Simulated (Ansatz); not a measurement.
**BN2: before and after**

Theory: DFT PBE, scalar-relativistic, plane waves, PAW in Ansatz 0.2.0. All cells share a 420 eV cutoff and Γ-centred k meshes spaced at most 0.3 Å⁻¹ (0.19 for metals, 2π included).

The start was the CaCl2 type (Pnnm, No. 58), relaxed within its symmetry. A cell of 6 atoms (1 times the primitive one) was then disturbed at random, relaxed without symmetry and relaxed once more on a fine mesh. The k mesh leaves about 4 meV/atom of noise in metals.

Before:

Space group Pnnm (No. 58). a = 3.463 Å, b = 4.056 Å, c = 2.528 Å, α = 90.00°, β = 90.00°, γ = 90.00°
```csv
atom,site,symmetry,x,y,z
B,2a,..2/m,0.5000,0.5000,0.5000
N,4g,..m,0.3529,0.8971,0.5000
```

After:

```
B N
1.0
     3.60896    0.00000    0.00000
     0.00000    3.60896    0.00000
     0.00000    0.00000    2.96182
B N
2 4
Direct
  0.50000 0.50000 0.00000
  0.00000 0.00000 0.50000
  0.13238 0.36762 0.25000
  0.36762 0.86762 0.75000
  0.86762 0.63238 0.25000
  0.63238 0.13238 0.75000
```

Q: Is this a distortion of the same structure or a reconstruction, and what lowers the energy?

A: A reconstruction, from Pnnm (No. 58) to P-4n2 (No. 118). Each B has on average 4 N contacts in place of 6, shorter on average (1.77 → 1.59 Å).

Q: What does it gain?

A: 248 meV/atom, with the volume going from 5.92 to 6.43 Å³/atom. Against the elements the energy goes from 0.48 to 0.23 eV/atom, so the compound stays hypothetical.

Cost: 4 runs of about 11 core-minutes in all, on Intel Xeon Platinum 8259CL (Skylake/Cascade Lake) (shared hosts).